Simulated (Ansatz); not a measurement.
NaCl, 2 atoms in the cell. Symmetry: Fm-3m, No. 225, cubic system. The conventional cell has a = 5.588 Å, b = 5.588 Å, c = 5.588 Å, α = 90.00°, β = 90.00°, γ = 90.00°. Cl (site symmetry m-3m) is surrounded by 6 Na at 2.79 Å. Na (site symmetry m-3m) has 6 Cl at 2.79 Å as nearest neighbours. The cell is a database's computed one.

```yaml
Program: Ansatz 0.2.0
Task: phonons
Functional: PBEsol
Potentials_or_basis: all-electron LAPW, scalar-relativistic
Cutoff: 181 eV (chosen from the basis error)
Basis_error_allowed: 0.001 eV/atom
k_mesh: 6 × 6 × 6
Occupations: fermi-dirac, width 0.05 eV
Spin: no spin polarisation
```

Potentials or basis: all-electron LAPW, scalar-relativistic.

Run with:

```sh
$ ansatz run input.yaml --threads 1 --pin off --max-ram 3072MiB --backend cpu --events-out ev --progress --plain --runs-dir out
```

Hardware: 1 thread of Arm Neoverse V2, on a shared host.

Task: How long does it take, and how much memory?

Result: Wall time 7.7 s on 1 thread of Arm Neoverse V2 (shared host), peak memory 0.24 GiB. Counts: scf iterations 16, plane waves 259, k points 16, bands 16.
